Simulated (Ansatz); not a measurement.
Hf:

```
Hf
1.0
     0.00000    2.22000    2.22000
     2.22000    0.00000    2.22000
     2.22000    2.22000    0.00000
Hf
1
Direct
  0.00000 0.00000 0.00000
```

This isn't the form of Hf at room conditions, which is hcp.

- Program: Ansatz 0.2.0
- Task: relaxation of cell and atoms
- Functional: RPBE
- Dispersion: D3(BJ)
- Potentials or basis: Ansatz PAW
- Cutoff: 420 eV (not typed: the program's choice for these potentials)
- k mesh: 10 × 10 × 10
- Occupations: fermi-dirac, width 0.05 eV
- Spin: no spin polarisation

At the start: volume 21.88 Å³/atom.

How do energy, volume and symmetry change on relaxing?

It ends after 7 steps and the volume is 17.99 Å³/atom (-17.8 %); space group Fm-3m (No. 225, to 0.05 Å).

The path:
```
step  energy change (eV)  largest force (eV/Å)  volume (Å³)
   1              0.0000                0.0000        21.88
   2             -0.2925                0.0000        18.84
   3             -0.3097                0.0000        17.83
   4             -0.3102                0.0000        17.99
   5             -0.3092                0.0000        17.99
   6             -0.3092                0.0000        17.99
   7             -0.3092                0.0000        17.99
```

Final structure:
```xyz
1
Lattice="0.0000 2.0795 2.0795 2.0795 0.0000 2.0795 2.0795 2.0795 0.0000" Properties=species:S:1:pos:R:3 pbc="T T T"
Hf    0.0000    0.0000    0.0000
```

Caveat: the volume moved by over 15 % at a fixed basis, so the end points are rough; the plane-wave basis is chosen anew once the cell has moved, so the energies of steps on either side of that aren't comparable; the volume moved by -18 % from the deposited cell, more than functionals usually miss; pairwise dispersion overbinds metals, which lowers pressure and volume; the PAW data sets come from PBE, with cores solved anew for the run's functional, which leaves a small shift of forces and pressure.
